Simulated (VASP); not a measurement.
# Li (Im-3m) in VASP: further runs

The runs below take Li through relaxation of cell and atoms, with PBE, r2SCAN.

Everything below comes from runs of VASP 6.6.1. Logs are shortened: lines on timing, memory, paths and dates and some standing lists are left out, and cuts for length are marked.

**1. The structure**

Symmetry: Im-3m, No. 229, cubic system. The conventional cell has a = 3.509 Å, b = 3.509 Å, c = 3.509 Å, α = 90.00°, β = 90.00°, γ = 90.00°. Li (site symmetry m-3m) has 8 Li at 3.04 Å as nearest neighbours.

**2. Relaxation of cell and atoms, PBE**

Input file INCAR:

```
SYSTEM = Li
  PREC = Accurate
  ENCUT = 600
  EDIFF = 1E-6
  ISMEAR = 1
  SIGMA = 0.1
  LREAL = .False.
  LASPH = .True.
  NELM = 80
  ALGO = Normal
  ISIF = 3
  LWAVE = .False.
  LCHARG = .False.
  GGA = PE
  IBRION = 2
  NSW = 90
  EDIFFG = -0.01
```

Input file KPOINTS:

```
regular mesh
0
Gamma
  16 16 16
  0 0 0
```

Input file POSCAR:

```
Li
1.0
   -1.7546500000      1.7546500000      1.7546500000
    1.7546500000     -1.7546500000      1.7546500000
    1.7546500000      1.7546500000     -1.7546500000
Li
1
Direct
    0.0000000000      0.0000000000      0.0000000000
```

Potentials or basis: VASP PAW PBE potentials, release 64 (Li_sv).

On the command line:

```
$ cat potpaw_PBE.64/Li_sv/POTCAR > POTCAR
$ mpirun -np 1 vasp_std > vasp.out
```

OUTCAR:

```text
SYSTEM = Li
   PREC = Accurate
   ENCUT = 600
   EDIFF = 1E-6
   ISMEAR = 1
   LREAL = .False.
   LASPH = .True.
   NELM = 80
   ISIF = 3
   GGA = PE
   IBRION = 2
   NSW = 90
   EDIFFG = -0.01

 ion  position               nearest neighbor table
   1  0.000  0.000  0.000-

  LATTYP: Found a body centered cubic cell.
 ALAT       =     3.5093000000

  Lattice vectors:

 A1 = (  -1.7546500000,   1.7546500000,   1.7546500000)
 A2 = (   1.7546500000,  -1.7546500000,   1.7546500000)
 A3 = (   1.7546500000,   1.7546500000,  -1.7546500000)

Analysis of symmetry for initial positions (statically):
=====================================================================
 Subroutine PRICEL returns:
 Original cell was already a primitive cell.

 Routine SETGRP: Setting up the symmetry group for a
 body centered cubic supercell.

 Subroutine GETGRP returns: Found 48 space group operations
 (whereof 48 operations were pure point group operations)
 out of a pool of 48 trial point group operations.

The static configuration has the point symmetry O_h .

Analysis of symmetry for dynamics (positions and initial velocities):
=====================================================================
 Subroutine PRICEL returns:
 Original cell was already a primitive cell.

 Routine SETGRP: Setting up the symmetry group for a
 body centered cubic supercell.

 Subroutine GETGRP returns: Found 48 space group operations
 (whereof 48 operations were pure point group operations)
 out of a pool of 48 trial point group operations.

The dynamic configuration has the point symmetry O_h .

 Subroutine INISYM returns: Found 48 space group operations
 (whereof 48 operations are pure point group operations),
 and found     1 'primitive' translations

----------------------------------------------------------------------------------------

                                     Primitive cell

  volume of cell :      21.6088

  direct lattice vectors                    reciprocal lattice vectors
    -1.754650000  1.754650000  1.754650000     0.000000000  0.284957114  0.284957114
     1.754650000 -1.754650000  1.754650000     0.284957114  0.000000000  0.284957114
     1.754650000  1.754650000 -1.754650000     0.284957114  0.284957114  0.000000000

  length of vectors
     3.039142950  3.039142950  3.039142950     0.402990215  0.402990215  0.402990215

  position of ions in fractional coordinates (direct lattice)
     0.000000000  0.000000000  0.000000000

  ion indices of the primitive-cell ions
   primitive index   ion index
                 1           1

----------------------------------------------------------------------------------------

 KPOINTS: regular mesh

Automatic generation of k-mesh.
 Grid dimensions read from file:
 generate k-points for:   16   16   16

 Generating k-lattice:

  Cartesian coordinates                     Fractional coordinates (reciprocal lattice)
     0.000000000  0.017809820  0.017809820     0.062500000  0.000000000  0.000000000
     0.017809820  0.000000000  0.017809820     0.000000000  0.062500000  0.000000000
     0.017809820  0.017809820  0.000000000     0.000000000  0.000000000  0.062500000

  Length of vectors
     0.025186888  0.025186888  0.025186888

  Shift w.r.t. Gamma in fractional coordinates (k-lattice)
     0.000000000  0.000000000  0.000000000

 Subroutine IBZKPT returns following result:
 ===========================================

 Found    145 irreducible k-points:

 Following reciprocal coordinates:
            Coordinates               Weight
  0.000000  0.000000  0.000000      1.000000
  0.062500  0.000000  0.000000     12.000000
  0.125000  0.000000  0.000000     12.000000
  0.187500  0.000000  0.000000     12.000000
  0.250000  0.000000  0.000000     12.000000
  0.312500  0.000000  0.000000     12.000000
[... 16 lines left out ...]
  0.187500  0.187500  0.000000     24.000000
  0.250000  0.187500  0.000000     48.000000
 [... further k-points ...]
   k-points           NKPTS =    145   k-points in BZ     NKDIM =    145   number of bands    NBANDS=      5
   number of dos      NEDOS =    301   number of ions     NIONS =      1
   total plane-waves  NPLWV =  13824
   dimension x,y,z NGX =    24 NGY =   24 NGZ =   24
   dimension x,y,z NGXF=    48 NGYF=   48 NGZF=   48
   ions per type =               1
   NGX,Y,Z   is equivalent  to a cutoff of  13.13, 13.13, 13.13 a.u.
   NGXF,Y,Z  is equivalent  to a cutoff of  26.26, 26.26, 26.26 a.u.
 SYSTEM =  Li
   PREC   = accura    normal or accurate (medium, high low for compatibility)
   ISTART =      0    job   : 0-new  1-cont  2-samecut
   ICHARG =      2    charge: 1-file 2-atom 10-const
   ISPIN  =      1    spin polarized calculation?
   LNONCOLLINEAR =      F non collinear calculations
   LSORBIT =      F    spin-orbit coupling
   LASPH  =      T    aspherical Exc in radial PAW
   ENCUT  =  600.0 eV  44.10 Ry    6.64 a.u.   6.07  6.07  6.07*2*pi/ulx,y,z
   NELM   =     80;   NELMIN=  2; NELMDL= -5     # of ELM steps
   EDIFF  = 0.1E-05   stopping-criterion for ELM
   LREAL  =      F    real-space projection
   EDIFFG = -.1E-01   stopping-criterion for IOM
   NSW    =     90    number of steps for IOM
   IBRION =      2    ionic relax: 0-MD 1-quasi-New 2-CG
   NFREE  =      1    steps in history (QN), initial steepest desc. (CG)
   ISIF   =      3    stress and relaxation
   ISYM   =      2    0-nonsym 1-usesym 2-fastsym
   POTIM  = 0.5000    time-step for ionic-motion
   TEBEG  =    0.0;   TEEND  =   0.0 temperature during run
   PSTRESS=    0.0 pullay stress
   NELECT =       3.0000    total number of electrons
   NUPDOWN=      -1.0000    fix difference up-down
   EMIN   =  10.00;   EMAX   =-10.00  energy-range for DOS
   EFERMI =   0.00;   METHOD = LEGACY
   ISMEAR =     1;   SIGMA  =   0.10  broadening in eV -4-tet -1-fermi 0-gaus
   EFERMI_NEDOS =   21; number of points for ismear=-14 and -15
   IALGO  =     38    algorithm
   IMIX   =      4    mixing-type and parameters
     AMIX     =   0.40;   BMIX     =  1.00
     AMIX_MAG =   1.60;   BMIX_MAG =  1.00
  volume/ion in A,a.u.               =      21.61       145.82
  Fermi-wavevector in a.u.,A,eV,Ry     =   0.847692  1.601906  9.776898  0.718582
  Thomas-Fermi vector in A             =   1.963238
   LORBIT       =      0    0 simple, 1 ext, 2 COOP (PROOUT), +10 PAW based schemes
   GGA     = PE    functional components
   LHFCALC =     F    Hartree Fock is set to
   AEXX    =    0.0000 exact exchange contribution
   IVDW    =     0    specifies the selected vdW correction
   LEPSILON=     F    determine dielectric tensor
   LRPA    =     F    only Hartree local field effects (RPA)
 conjugate gradient relaxation of ions
 non-spin polarized calculation
 Methfessel and Paxton  Order N= 1 SIGMA  =   0.10
  energy-cutoff  :      600.00
  volume of cell :       21.61
 maximum number of plane-waves:       736
   NGX = 13   NGY = 13   NGZ = 13

--------------------------------------- Ionic step        1  -------------------------------------------

 number of electron       2.9999991 magnetization

 Free energy of the ion-electron system (eV)
  ---------------------------------------------------
  ext. energy  EPLUGINS =         0.00000000
  ---------------------------------------------------
  free energy    TOTEN  =        -1.90108172 eV

  energy without entropy =       -1.90054039  energy(sigma->0) =       -1.90090128

------------------------ aborting loop because EDIFF is reached ----------------------------------------

  FORCE on cell =-STRESS in cart. coord.  units (eV):
  Direction    XX          YY          ZZ          XY          YZ          ZX
  --------------------------------------------------------------------------------------
  -------------------------------------------------------------------------------------
  Total       -0.1208900     -0.1208900     -0.1208900      0.0000000      0.0000000      0.0000000
  in kB       -8.9633337     -8.9633337     -8.9633337      0.0000000      0.0000000      0.0000000
  external PRESSURE =      -8.9633337 kB  Pullay stress =       0.0000000 kB
[... 125 lines left out ...]
  energy  without entropy=       -1.9021029440  energy(sigma->0) =       -1.90247646

--------------------------------------- Ionic step        5  -------------------------------------------

 number of electron       3.0000003 magnetization

 Free energy of the ion-electron system (eV)
  ---------------------------------------------------
  ext. energy  EPLUGINS =         0.00000000
  ---------------------------------------------------
  free energy    TOTEN  =        -1.90576913 eV

  energy without entropy =       -1.90521756  energy(sigma->0) =       -1.90558527

 E-fermi :   0.6440     XC(G=0):  -7.0685

 val. band max:        0.6229624328   @ k =   0.2500   0.2500   0.0000
 cond. band min:       0.6572083883   @ k =   0.3125   0.1875   0.0000
 fundamental gap:      0.0342459555
 Fermi energy:         0.6440381436

 k-point     1 :       0.0000    0.0000    0.0000
  band No.  band energies     occupation
      1     -45.8569      2.00000
      2      -2.9222      2.00000
      3      15.3598      0.00000
      4      15.3598      0.00000
      5      15.3598      0.00000

 k-point     2 :       0.0625    0.0000    0.0000
  band No.  band energies     occupation
      1     -45.8562      2.00000
      2      -2.8485      2.00000
      3      14.8530      0.00000
      4      14.9792      0.00000
      5      15.2286      0.00000
[... 169 lines left out ...]
 k-point    24 :       0.2500    0.1875    0.0000
  band No.  band energies     occupation
      1     -45.8394      2.00000
      2      -0.1802      2.00000
      3       6.6825      0.00000
      4       8.9132      0.00000
      5      11.9019      0.00000

 [... further k-points ...]

------------------------ aborting loop because EDIFF is reached ----------------------------------------

  FORCE on cell =-STRESS in cart. coord.  units (eV):
  Direction    XX          YY          ZZ          XY          YZ          ZX
  --------------------------------------------------------------------------------------
  -------------------------------------------------------------------------------------
  Total       -0.0040077     -0.0040077     -0.0040077      0.0000000     -0.0000000     -0.0000000
  in kB       -0.3199074     -0.3199074     -0.3199074      0.0000000     -0.0000000     -0.0000000
  external PRESSURE =      -0.3199074 kB  Pullay stress =       0.0000000 kB
[... 16 lines left out ...]
  FREE ENERGIE OF THE ION-ELECTRON SYSTEM (eV)
  ---------------------------------------------------
  free  energy   TOTEN  =        -1.9057691321 eV

  energy  without entropy=       -1.9052175567  energy(sigma->0) =       -1.90558527

 reached required accuracy - stopping structural energy minimisation
```

It took 16 s on 1 thread of Intel Xeon Platinum 8488C (Sapphire Rapids), shared host; peak memory 0.13 GiB.

Results:

| Item | Value |
| --- | --- |
| Free energy | -1.9058 eV |
| Relaxed volume | 20.07 Å³/atom |
| Relaxed cell | a = 2.965 Å, b = 2.965 Å, c = 2.965 Å, α = 109.47°, β = 109.47°, γ = 109.47° |
| Space group after relaxing (to 0.05 Å) | Im-3m (No. 229) |
| Energy gained by relaxing | 4.7 meV/atom |
| Ionic steps | 5 |
| Pressure after relaxing | 0.0 GPa |
| Band gap on the k mesh | none (metal or under the smearing width) |

Step by step:
| step | energy change (eV) | largest force (eV/Å) | pressure (GPa) | volume (Å³) |
| --- | --- | --- | --- | --- |
| 1 | 0.0000 | 0.0000 | -0.90 | 21.61 |
| 2 | -0.0019 | 0.0000 | -0.71 | 21.23 |
| 3 | -0.0044 | 0.0000 | -0.25 | 20.43 |
| 4 | -0.0016 | 0.0000 | 0.91 | 18.88 |
| 5 | -0.0047 | 0.0000 | -0.03 | 20.07 |

Final structure:
```
Li
1.0
    -1.71202    1.71202    1.71202
     1.71202   -1.71202    1.71202
     1.71202    1.71202   -1.71202
Li
1
Cartesian
  0.0000 0.0000 0.0000
```

Levels at points of the mesh, in eV from the Fermi level:
```
           k point  band 1  band 2  band 3  band 4  band 5
(0.00, 0.00, 0.00)  -46.50   -3.57   14.72   14.72   14.72
(0.50, 0.00, 0.00)  -46.48    0.25    3.30   10.44   11.92
(0.50, 0.50, 0.50)  -46.47    5.56    5.56    5.56    7.83
```

Caveat: the cutoff is under 1.25 times the usual one of these potentials, so pressure, stress and relaxed cells hold a basis-set (Pulay) error.

**3. Relaxation of cell and atoms, PBE**

This run uses another cell than the first one, of 20.07 Å³/atom, 0.929 times its volume.

Edit INCAR of step 2 so:

```diff
@@ -3,3 +3,3 @@
   ENCUT = 600
-  EDIFF = 1E-6
+  EDIFF = 1E-7
   ISMEAR = 1
@@ -16,2 +16,2 @@
   NSW = 90
-  EDIFFG = -0.01
+  EDIFFG = -0.005
```

KPOINTS is that of step 2.

Input file POSCAR:

```
Li                                      
1.0
   -1.7120199388      1.7120199388      1.7120199388
    1.7120199388     -1.7120199388      1.7120199388
    1.7120199388      1.7120199388     -1.7120199388
  Li            
     1
Direct
     0.0000000000000000    0.0000000000000000    0.0000000000000000
```

Potentials or basis: VASP PAW PBE potentials, release 64 (Li_sv).

On the command line:

```
$ cat potpaw_PBE.64/Li_sv/POTCAR > POTCAR
$ mpirun -np 1 vasp_std > vasp.out
```

Wall time 4.9 s (1 thread of Intel Xeon Platinum 8488C (Sapphire Rapids), shared host); peak memory 0.14 GiB.

It converged, with:

```yaml
Free_energy: -1.9041 eV
Pressure_after_relaxing: 0.0 GPa
Band_gap_on_the_k_mesh: none (metal or under the smearing width)
```

Final structure:
```
CELL_PARAMETERS angstrom
-1.71202 1.71202 1.71202
1.71202 -1.71202 1.71202
1.71202 1.71202 -1.71202
ATOMIC_POSITIONS crystal
Li 0.00000 0.00000 0.00000
```

Levels at points of the mesh, in eV from the Fermi level:
| k point | band 1 | band 2 | band 3 | band 4 | band 5 |
| --- | --- | --- | --- | --- | --- |
| (0.00, 0.00, 0.00) | -46.50 | -3.57 | 14.72 | 14.72 | 14.72 |
| (0.50, 0.00, 0.00) | -46.48 | 0.25 | 3.30 | 10.44 | 11.92 |
| (0.50, 0.50, 0.50) | -46.47 | 5.56 | 5.56 | 5.56 | 7.83 |

Caveat: the cutoff is under 1.25 times the usual one of these potentials, so pressure, stress and relaxed cells hold a basis-set (Pulay) error; the relaxation stopped at its first step, so nothing moved.

**4. Relaxation of cell and atoms, r2SCAN**

Input file INCAR:

```
ALGO = Normal
EDIFF = 1E-6
EDIFFG = -0.01
ENCUT = 600
IBRION = 2
ISIF = 3
ISMEAR = 1
LASPH = T
LCHARG = F
LMIXTAU = T
LREAL = F
LWAVE = F
METAGGA = R2SCAN
NELM = 80
NSW = 90
PREC = Accurate
SIGMA = 0.1
```

Input file KPOINTS:

```
k-points
0
Gamma
  16 16 16
```

Input file POSCAR:

```
Li
1.0
   -1.7546500000      1.7546500000      1.7546500000
    1.7546500000     -1.7546500000      1.7546500000
    1.7546500000      1.7546500000     -1.7546500000
Li
1
Direct
    0.0000000000      0.0000000000      0.0000000000
```

On the command line:

```
$ cat potpaw_PBE.64/Li_sv/POTCAR > POTCAR
$ mpirun -np 1 vasp_std > vasp.out
```

Run time: 83 s. Hardware: 1 thread of Intel Xeon 6975P-C (Granite Rapids), shared host; peak memory 0.14 GiB.

Results (log left out):

- Free energy: -2.3835 eV
- Relaxed volume: 20.72 Å³/atom
- Relaxed cell: a = 2.997 Å, b = 2.997 Å, c = 2.997 Å, α = 109.47°, β = 109.47°, γ = 109.47°
- Space group after relaxing (to 0.05 Å): Im-3m (No. 229)
- Energy gained by relaxing: 0.6 meV/atom
- Ionic steps: 4
- Pressure after relaxing: -0.1 GPa
- Band gap on the k mesh: none (metal or under the smearing width)

Step by step:
| step | energy change (eV) | largest force (eV/Å) | pressure (GPa) | volume (Å³) |
| --- | --- | --- | --- | --- |
| 1 | 0.0000 | 0.0000 | -0.43 | 21.61 |
| 2 | -0.0004 | 0.0000 | -0.47 | 21.43 |
| 3 | -0.0008 | 0.0000 | -0.12 | 20.89 |
| 4 | -0.0006 | 0.0000 | -0.05 | 20.72 |

Final structure:
```cif
data_structure
_symmetry_space_group_name_H-M 'P 1'
_symmetry_Int_Tables_number 1
_cell_length_a 2.9969
_cell_length_b 2.9969
_cell_length_c 2.9969
_cell_angle_alpha 109.471
_cell_angle_beta 109.471
_cell_angle_gamma 109.471
_cell_volume 20.72
loop_
_atom_site_label
_atom_site_type_symbol
_atom_site_fract_x
_atom_site_fract_y
_atom_site_fract_z
_atom_site_occupancy
Li1 Li 0.00000 0.00000 0.00000 1
```

Levels at points of the mesh, in eV from the Fermi level:
```tsv
k point	band 1	band 2	band 3	band 4	band 5
(0.00, 0.00, 0.00)	-48.09	-3.83	16.07	16.07	16.07
(0.50, 0.00, 0.00)	-48.07	0.29	3.44	11.32	12.84
(0.50, 0.50, 0.50)	-48.06	6.00	6.00	6.00	8.12
```

Caveat: the cutoff is under 1.25 times the usual one of these potentials, so pressure, stress and relaxed cells hold a basis-set (Pulay) error; the PAW data sets were made with another functional, which shifts forces and pressure a little.
